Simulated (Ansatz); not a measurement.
# Ionic part of the dielectric constant of AlP at 18 GPa, mode by mode

All numbers below come from DFT LDA, scalar-relativistic, plane waves, PAW (Ansatz). Cutoff 420 eV, 10×10×10 k-points (Γ-centred), fixed occupations. No spin polarisation. Phonons by linear response, acoustic sum rule imposed.

Symmetry: F-43m, No. 216, cubic system. Conventional cell: a = 5.172 Å, b = 5.172 Å, c = 5.172 Å, α = 90.00°, β = 90.00°, γ = 90.00°. Al (site symmetry -43m) has 4 P at 2.24 Å as nearest neighbours. Around P (site symmetry -43m) lie 4 Al at 2.24 Å.

The primitive cell has V = 34.59 Å³ and ε∞,zz = 8.331. Each polar mode adds Δε = (4.92064×10⁷/V)·S/ν² along z, with S its oscillator strength in e²/amu, ν in cm⁻¹ and V in Å³.

Question: From these modes, find each Δε and ε0,zz.
```json
{"ν (cm⁻¹)": "524.9", "S_zz (e²/amu)": "0.3154"}
```

Answer:
```tsv
ν (cm⁻¹)	Δε
524.9	1.63
```

The sum is 1.628, so ε0,zz = 9.96; the run's tensor has 9.96.

Question: Where do the longitudinal modes lie for a wave vector along z?

Answer: At 574 cm⁻¹. The Lyddane–Sachs–Teller product Π(ν_LO/ν_TO)² = 1.20 matches ε0/ε∞ = 1.20.

Cost: 1 run of about 0.61 core-minutes, on Intel Xeon Processor @ 2.70GHz (shared hosts).

Electronic polarisation dominates the static response of AlP here: the lattice adds only 1.63 to an ε∞ of 8.331. Bonding in the tetrahedral network is largely covalent, with a modest charge transfer from Al to P, so the bonds are stiff against the relative displacement of the two sublattices that a field induces. The light atoms raise the phonon frequency but not the ionic contribution, because the reduced mass cancels between oscillator strength and squared frequency. What remains is the effective charge squared over the force constant.

The same dipole produces the upward shift of the longitudinal mode to 574 cm⁻¹, weakened by electronic screening. LDA usually makes the gap too small and ε∞ too large, so this shift is probably somewhat underestimated. With a single polar mode, the Lyddane–Sachs–Teller agreement confirms internal consistency, not accuracy. AlP is known to leave the zinc-blende structure under compression, and a real zone-centre optical frequency doesn't establish that this phase is the stable one at 18 GPa.
